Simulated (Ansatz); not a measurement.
**SnSe₂: experiment and calculation**

**Measured values to compare with.**

From a printed reference work, data compilation, for a bulk crystal of SnSe2: lattice constant a 3.811 Å.

“Spacing Dependent and Doping Independent Superconductivity in Intercalated 1T Two Dimensional SnSe2”, 2019, arxiv:1903.08036 reports, for a powder of SnSe2: lattice constant c 6.137 Å.

The runs below are set against these values where they give the same quantity.

Theory: DFT PBEsol, scalar-relativistic, plane waves, PAW (Ansatz 0.2.0).

Settings: cutoff 420 eV, Γ-centred mesh 12×12×6 on the computed 3-atom cell, Gaussian smearing of 0.02 eV; no spin polarisation.

Relaxed structure, symmetry kept:

```cif
data_structure
_symmetry_space_group_name_H-M 'P 1'
_symmetry_Int_Tables_number 1
_cell_length_a 3.8191
_cell_length_b 3.8191
_cell_length_c 6.1488
_cell_angle_alpha 90.000
_cell_angle_beta 90.000
_cell_angle_gamma 120.000
_cell_volume 77.67
loop_
_atom_site_label
_atom_site_type_symbol
_atom_site_fract_x
_atom_site_fract_y
_atom_site_fract_z
_atom_site_occupancy
Sn1 Sn 0.00000 0.00000 0.00000 1
Se1 Se 0.33333 0.66667 0.25803 1
Se2 Se 0.66667 0.33333 0.74197 1
```

```
Space group                                                                                                                                 : P-3m1 (No. 164)
Volume per atom                                                                                                                             : 25.89 Å³
Formation energy from the elements' standard states (uncorrected)                                                                           : -0.342 eV/atom
Kohn–Sham band gap                                                                                                                          : 0.46 eV, indirect from (-0.081, 0.161, 0.000) to (0.000, 0.451, 0.344)
Löwdin character of the top 1 eV of the valence band                                                                                        : Se 4p 94 %
Löwdin character of the lowest 1 eV of the conduction band                                                                                  : Se 4p 61 %, Sn 5s 31 %, unprojected 5 %
Electron masses at the edge by Cartesian direction of the standard setting (m_e; degenerate bands sorted by energy; no spin-orbit coupling) : x: 0.18; y: 0.61; z: 0.28
Hole masses at the edge by Cartesian direction of the standard setting (m_e; degenerate bands sorted by energy; no spin-orbit coupling)     : x: 1.3; y: 1.5; z: 0.39
Bader charges (e)                                                                                                                           : Sn (1 in the cell) 1.20, Se (2 in the cell) -0.60
```

Each cell of SnSe2 holds layers, and where no dispersion correction was added their binding is poorly described.

Against the measured lattice constant a of SnSe2, 3.811 Å (a printed reference work, data compilation), the calculated 3.819 Å is off by +0.2 %. 1 more, off the median of the measured values, is set aside. Measured lattice constant c of SnSe2: 6.137 Å (powder; the paper above). This calculation gives 6.149 Å (+0.2 %). 2 values of this kind are on record in papers (6.12 to 6.137 Å); this one was drawn at random among those near their median. The calculation is for 0 K without zero-point motion.